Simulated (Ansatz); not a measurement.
The system is HfSiO4 (Hafnon).

```xyz
12
Lattice="-3.2862 3.2862 2.9816 3.2862 -3.2862 2.9816 3.2862 3.2862 -2.9816" Properties=species:S:1:pos:R:3 pbc="T T T"
Hf    0.0000    0.0000    0.0000
Hf    0.0000    3.2862    1.4908
Si    0.0000    0.0000    2.9816
Si    3.2862    0.0000    1.4908
O     2.0736    3.2862    1.0746
O     3.2863   -1.2126    2.5654
O     1.2126    0.0000    4.0562
O     3.2862    1.2126    2.5654
O     2.0736    0.0000    0.4162
O     0.0000    1.2126    1.9070
O     4.4989    0.0000    0.4162
O     3.2862    2.0736   -1.0746
```

- Program: Ansatz 0.2.0
- Task: relaxation of cell and atoms
- Functional: revPBE
- Potentials or basis: Ansatz PAW
- Cutoff: 420 eV (not typed: the program's choice for these potentials)
- k mesh: 6 × 6 × 6
- Occupations: fermi-dirac, width 0.05 eV
- Spin: no spin polarisation

At the start: volume 10.73 Å³/atom.

Where does the relaxation end?

It ends after 9 steps and the volume is 11.25 Å³/atom (+4.8 %); space group I4_1/amd (No. 141, to 0.05 Å).

Step by step:
```tsv
step	energy change (eV)	largest force (eV/Å)	volume (Å³)
1	0.0000	0.3638	128.80
2	-0.1368	0.6254	134.34
3	-0.1669	0.0747	134.57
4	-0.1681	0.0323	134.60
5	-0.1684	0.0133	134.62
6	-0.1684	0.0003	134.64
7	-0.2003	0.0009	134.64
8	-0.1995	0.0007	134.95
9	-0.2007	0.0008	134.95
```

Final structure:
```
Hf Si O
1.0
    -3.34295    3.34295    3.01886
     3.34295   -3.34295    3.01886
     3.34295    3.34295   -3.01886
Hf Si O
2 2 8
Direct
  0.00000 0.00000 0.00000
  0.75000 0.25000 0.50000
  0.50000 0.50000 0.00000
  0.25000 0.75000 0.50000
  0.68103 0.49719 0.81617
  0.24719 0.93103 0.31617
  0.68103 0.86486 0.18383
  0.61486 0.93103 0.68383
  0.06897 0.38514 0.31617
  0.50281 0.31897 0.18383
  0.06897 0.75281 0.68383
  0.13514 0.31897 0.81617
```

Caveat: the plane-wave basis is chosen anew once the cell has moved, so the energies of steps on either side of that aren't comparable; the pressure holds a Pulay correction of +0.6 GPa for the finite cutoff; the PAW data sets come from PBE, with cores solved anew for the run's functional, which leaves a small shift of forces and pressure.
